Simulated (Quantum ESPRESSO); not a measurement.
# CuO (P-6m2) in Quantum ESPRESSO: single point with PBE

Aim: the single point of CuO with PBE.

Everything below comes from runs of Quantum ESPRESSO 7.5. Logs are shortened: lines on timing, memory, paths and dates and some standing lists are left out, and cuts for length are marked.

## 1. The structure

The structure is hexagonal, space group P-6m2 (No. 187). The conventional cell has a = 2.836 Å, b = 2.836 Å, c = 2.768 Å, α = 90.00°, β = 90.00°, γ = 120.00°. Cu (site symmetry -6m2) is surrounded by 6 O at 2.14 Å. O (site symmetry -6m2) has 6 Cu at 2.14 Å as nearest neighbours.

Measurements of this composition are mostly on another form, of space group No. 15.

## 2. Single point, PBE

Input file pw.in:

```
&CONTROL
  calculation = 'scf'
  prefix = 'pwscf'
  outdir = './tmp'
  pseudo_dir = './pseudo'
  tprnfor = .true.
  tstress = .true.
  disk_io = 'nowf'
/
&SYSTEM
  ibrav = 0
  nat = 2
  ntyp = 2
  ecutwfc = 88
  nbnd = 19
  occupations = 'smearing'
  smearing = 'fd'
  degauss = 0.00367493
/
&ELECTRONS
  conv_thr = 4d-10
  electron_maxstep = 120
  mixing_beta = 0.5
/
ATOMIC_SPECIES
Cu    63.5460 Cu_ONCV_PBE-1.2.upf
O     15.9990 O_ONCV_PBE-1.2.upf
CELL_PARAMETERS angstrom
   2.8363251100    0.0000000000    0.0000000000
  -1.4181625500    2.4563296000    0.0000000000
   0.0000000000    0.0000000000    2.7681127800
ATOMIC_POSITIONS crystal
Cu     0.0000000000    0.0000000000    0.0000000000
O      0.6666666667    0.3333333333    0.5000000000
K_POINTS automatic
5 5 4 0 0 0
```

Potentials or basis: SG15 PBE 1.2.

Started as:

```
OMP_NUM_THREADS=1 mpirun -n 2 pw.x -nk 2 -in pw.in > pw.out
```

pw.out:

```text
This program is part of the open-source Quantum ESPRESSO suite
     for quantum simulation of materials; please cite
         "P. Giannozzi et al., J. Phys.:Condens. Matter 21 395502 (2009);
         "P. Giannozzi et al., J. Phys.:Condens. Matter 29 465901 (2017);
         "P. Giannozzi et al., J. Chem. Phys. 152 154105 (2020);
     in publications or presentations arising from this work. More details at

     Message from routine setup:
     using ibrav=0 with symmetry is DISCOURAGED, use correct ibrav instead

     K-points division:     npool     =       2
     Subspace diagonalization in iterative solution of the eigenvalue problem:
     a serial algorithm will be used

     G-vector sticks info
     --------------------
     sticks:   dense  smooth     PW     G-vecs:    dense   smooth      PW
     Sum         691     691    211                14497    14497    2435

     Using Slab Decomposition

     bravais-lattice index     =            0
     lattice parameter (alat)  =       5.3599  a.u.
     unit-cell volume          =     130.1437 (a.u.)^3
     number of atoms/cell      =            2
     number of atomic types    =            2
     number of electrons       =        25.00
     number of Kohn-Sham states=           19
     kinetic-energy cutoff     =      88.0000  Ry
     charge density cutoff     =     352.0000  Ry
     scf convergence threshold =      4.0E-10
     mixing beta               =       0.5000
     number of iterations used =            8  plain     mixing
     Exchange-correlation= PBE
                           (   1   4   3   4   0   0   0)

     celldm(1)=   5.359878  celldm(2)=   0.000000  celldm(3)=   0.000000
     celldm(4)=   0.000000  celldm(5)=   0.000000  celldm(6)=   0.000000

     crystal axes: (cart. coord. in units of alat)
               a(1) = (   1.000000   0.000000   0.000000 )
               a(2) = (  -0.500000   0.866025   0.000000 )
               a(3) = (   0.000000   0.000000   0.975950 )

     reciprocal axes: (cart. coord. in units 2 pi/alat)
               b(1) = (  1.000000  0.577350 -0.000000 )
               b(2) = (  0.000000  1.154701  0.000000 )
               b(3) = (  0.000000 -0.000000  1.024642 )

     PseudoPot. # 1 for Cu read from file:
     Cu_ONCV_PBE-1.2.upf
     Pseudo is Norm-conserving, Zval = 19.0
     Generated using ONCVPSP code by D. R. Hamann
     Using radial grid of  602 points,  6 beta functions with:
                l(1) =   0
                l(2) =   0
                l(3) =   1
                l(4) =   1
                l(5) =   2
                l(6) =   2

     PseudoPot. # 2 for O  read from file:
     O_ONCV_PBE-1.2.upf
     Pseudo is Norm-conserving, Zval =  6.0
     Generated using ONCVPSP code by D. R. Hamann
     Using radial grid of  602 points,  4 beta functions with:
                l(1) =   0
                l(2) =   0
                l(3) =   1
                l(4) =   1

     atomic species   valence    mass     pseudopotential
     Cu               19.00    63.54600     Cu( 1.00)
     O                 6.00    15.99900     O ( 1.00)

     12 Sym. Ops. (no inversion) found

   Cartesian axes

     site n.     atom                  positions (alat units)
         1        Cu     tau(   1) = (   0.0000000   0.0000000   0.0000000  )
         2        O      tau(   2) = (   0.5000000   0.2886751   0.4879752  )

     number of k points=    15  Fermi-Dirac smearing, width (Ry)=  0.0037
                       cart. coord. in units 2pi/alat
        k(    1) = (   0.0000000   0.0000000   0.0000000), wk =   0.0200000
        k(    2) = (   0.0000000   0.0000000   0.2561605), wk =   0.0400000
        k(    3) = (   0.0000000   0.0000000  -0.5123211), wk =   0.0200000
        k(    4) = (   0.0000000   0.2309401   0.0000000), wk =   0.1200000
        k(    5) = (   0.0000000   0.2309401   0.2561605), wk =   0.2400000
        k(    6) = (   0.0000000   0.2309401  -0.5123211), wk =   0.1200000
        k(    7) = (   0.0000000   0.4618802   0.0000000), wk =   0.1200000
        k(    8) = (   0.0000000   0.4618802   0.2561605), wk =   0.2400000
        k(    9) = (   0.0000000   0.4618802  -0.5123211), wk =   0.1200000
        k(   10) = (   0.2000000   0.3464102   0.0000000), wk =   0.1200000
        k(   11) = (   0.2000000   0.3464102   0.2561605), wk =   0.2400000
        k(   12) = (   0.2000000   0.3464102  -0.5123211), wk =   0.1200000
        k(   13) = (   0.2000000   0.5773503   0.0000000), wk =   0.1200000
        k(   14) = (   0.2000000   0.5773503   0.2561605), wk =   0.2400000
        k(   15) = (   0.2000000   0.5773503  -0.5123211), wk =   0.1200000

     Dense  grid:    14497 G-vectors     FFT dimensions: (  36,  36,  32)

     Initial potential from superposition of free atoms

     starting charge      24.9724, renormalised to      25.0000
     Starting wfcs are random

     Self-consistent Calculation

     iteration #  1     ecut=    88.00 Ry     beta= 0.50
     Davidson diagonalization with overlap
     ethr =  1.00E-02,  avg # of iterations =  9.1

     Threshold (ethr) on eigenvalues was too large:
     Diagonalizing with lowered threshold

     Davidson diagonalization with overlap
     ethr =  6.65E-04,  avg # of iterations =  1.3

     total energy              =    -396.98594945 Ry
     estimated scf accuracy    <       0.16624731 Ry

     iteration #  2     ecut=    88.00 Ry     beta= 0.50
     Davidson diagonalization with overlap
     ethr =  6.65E-04,  avg # of iterations =  2.0

     total energy              =    -397.00143270 Ry
     estimated scf accuracy    <       0.24120051 Ry

     iteration #  3     ecut=    88.00 Ry     beta= 0.50
     Davidson diagonalization with overlap
     ethr =  6.65E-04,  avg # of iterations =  1.5

     total energy              =    -397.04353099 Ry
     estimated scf accuracy    <       0.01149926 Ry
[... 33 lines left out ...]
     total energy              =    -397.04523907 Ry
     estimated scf accuracy    <       0.00000001 Ry

     iteration #  9     ecut=    88.00 Ry     beta= 0.50
     Davidson diagonalization with overlap
     ethr =  4.51E-11,  avg # of iterations =  1.1

     total energy              =    -397.04523907 Ry
     estimated scf accuracy    <          2.0E-09 Ry

     iteration # 10     ecut=    88.00 Ry     beta= 0.50
     Davidson diagonalization with overlap
     ethr =  7.89E-12,  avg # of iterations =  1.8

     End of self-consistent calculation

          k = 0.0000 0.0000 0.0000 (  1803 PWs)   bands (ev):

   -98.9515 -56.4778 -56.2610 -56.2610  -6.1354   9.5311   9.5311   9.9304
    10.4316  11.3515  11.3515  12.9504  12.9504  14.1990  28.3052  29.8343
    29.8343  31.7675  34.2687

          k = 0.0000 0.0000 0.2562 (  1774 PWs)   bands (ev):

   -98.9508 -56.4888 -56.2602 -56.2602  -5.6835   7.2066   9.7464   9.7464
    11.0315  11.0315  11.0792  12.9938  12.9938  16.7129  25.0893  31.2157
    31.2157  34.4436  35.8702

          k = 0.0000 0.0000-0.5123 (  1804 PWs)   bands (ev):

   -98.9501 -56.4997 -56.2593 -56.2593  -5.1534   5.3883   9.8983   9.8983
    10.9146  10.9146  11.6034  12.8892  12.8892  20.2178  20.7514  34.1770
    34.1770  35.5689  35.5690
[... 61 lines left out ...]
          k = 0.2000 0.5774 0.2562 (  1825 PWs)   bands (ev):

   -98.9488 -56.4858 -56.2806 -56.2710  -4.5882   7.1694   8.2546   8.5824
    10.8319  11.5366  11.7152  12.2695  12.9064  20.3893  21.9381  26.4642
    27.6668  29.7401  37.7506

          k = 0.2000 0.5774-0.5123 (  1814 PWs)   bands (ev):

   -98.9481 -56.4964 -56.2795 -56.2701  -4.3226   7.2527   7.4938   8.8904
    11.0016  11.6015  11.6682  12.3576  13.5772  18.7205  22.0484  25.4193
    27.9153  28.3558  38.9197

     the Fermi energy is    13.0177 ev

!    total energy              =    -397.04523907 Ry
     estimated scf accuracy    <          3.5E-10 Ry
     smearing contrib. (-TS)   =      -0.00200094 Ry
     internal energy E=F+TS    =    -397.04323814 Ry

     The total energy is F=E-TS. E is the sum of the following terms:
     one-electron contribution =    -224.41020566 Ry
     hartree contribution      =     125.08922087 Ry
     xc contribution           =     -41.81186242 Ry
     ewald contribution        =    -255.91039092 Ry

     convergence has been achieved in  10 iterations

     Forces acting on atoms (cartesian axes, Ry/au):

     atom    1 type  1   force =    -0.00000000   -0.00000000    0.00000000
     atom    2 type  2   force =     0.00000000    0.00000000    0.00000000

     Total force =     0.000000     Total SCF correction =     0.000000

     Computing stress (Cartesian axis) and pressure

          total   stress  (Ry/bohr**3)                   (kbar)     P=       -5.51
   0.00022580  -0.00000000  -0.00000000           33.22       -0.00       -0.00
  -0.00000000   0.00022580  -0.00000000           -0.00       33.22       -0.00
   0.00000000   0.00000000  -0.00056399            0.00        0.00      -82.97

=------------------------------------------------------------------------------=
   JOB DONE.
=------------------------------------------------------------------------------=
```

It took 8.6 s on 2 MPI ranks of Arm Neoverse N1, shared host; peak memory 0.1 GiB.

Results:

| Item | Value |
| --- | --- |
| Free energy | -5402.0757 eV |
| Pressure | -0.6 GPa |
| Band gap on the k mesh | none (metal or under the smearing width) |

Levels at points of the mesh, in eV from the Fermi level:
| k point | band 10 | band 11 | band 12 | band 13 | band 14 | band 15 | band 16 | band 17 |
| --- | --- | --- | --- | --- | --- | --- | --- | --- |
| (0.00, 0.00, 0.00) | -1.67 | -1.67 | -0.07 | -0.07 | 1.18 | 15.29 | 16.82 | 16.82 |
| (0.00, 0.00, -0.50) | -2.10 | -1.41 | -0.13 | -0.13 | 7.20 | 7.73 | 21.16 | 21.16 |

Caveat: the k mesh is coarse (spacing up to 0.57 Å⁻¹), so the values aren't converged; an odd number of electrons without spin polarisation forces a metal; a magnetic or distorted state may lie lower; the run has no spin polarisation, though such a crystal can be magnetic; semilocal functionals often make such compounds metallic where correlation or magnetic order opens a gap, which also shifts bond lengths. With open d or f shells a metallic result of PBE can be an artefact of self-interaction; +U or a hybrid may open a gap.
